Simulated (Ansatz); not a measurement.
**Phonons of KCl**

Method: PBEsol, scalar-relativistic; no spin polarisation; PAW, 420 eV, Gaussian smearing of 0.05 eV; code Ansatz. The datasets are Ansatz's generated set soft_2.

```
K Cl
1.0
     0.00000    3.12083    3.12083
     3.12083    0.00000    3.12083
     3.12083    3.12083    0.00000
K Cl
1 1
Direct
  0.00000 0.00000 0.00000
  0.50000 0.50000 0.50000
```

The chain of runs began from a measured cell (COD), expanded in volume.

Force constants come from finite displacements in a 2×2×2 supercell (the unit cell's 6×6×6 k-mesh, folded to it); the long-range dipole term is included. Points in reciprocal vectors of this cell: Γ = (0.000, 0.000, 0.000), X = (0.500, 0.000, 0.500), U = (0.625, 0.250, 0.625), K = (0.375, 0.375, 0.750), L = (0.500, 0.500, 0.500), W = (0.500, 0.250, 0.750).

Question: Is the structure dynamically stable along this path, and where does the spectrum end?

Answer: Yes: no branch is imaginary beyond numerical noise. The highest frequency is 206 cm⁻¹, at Γ. Points that don't fit the supercell are interpolated.

Frequencies at the named points (cm⁻¹, imaginary ones negative):
```tsv
point	ω (cm⁻¹)
Γ	0 0 0 139 139 206
X	58 58 106 142 142 147
U	72 95 99 132 140 147
K	72 95 99 132 140 147
L	100 100 109 109 147 154
W	85 85 112 115 146 146
```

Question: What does the harmonic approximation give for the vibrational free energy, entropy and heat capacity?

Answer: Zero-point energy 21.1 meV/atom.
| T (K) | F_vib (meV/atom) | S (J/K per mole of atoms) | C_V (J/K per mole of atoms) |
| --- | --- | --- | --- |
| 100 | 14.4 | 16.8 | 19.8 |
| 200 | -11.7 | 32.1 | 23.5 |
| 300 | -50.3 | 41.8 | 24.3 |
| 400 | -97.4 | 48.8 | 24.6 |
| 500 | -150.9 | 54.3 | 24.7 |
| 600 | -209.6 | 58.8 | 24.8 |
| 700 | -272.6 | 62.6 | 24.8 |
| 800 | -339.2 | 65.9 | 24.8 |
| 900 | -409.1 | 68.9 | 24.9 |
| 1000 | -481.9 | 71.5 | 24.9 |

The highest mode, 206 cm⁻¹, is worth 300 K. At 300 K the heat capacity has reached 97 % of the classical limit 3R = 24.9 J/K per mole of atoms, since all modes lie under k_BT.

Run time: 13 s on 4 threads of Arm Neoverse V2, on a shared host, peak memory 1.1 GiB.

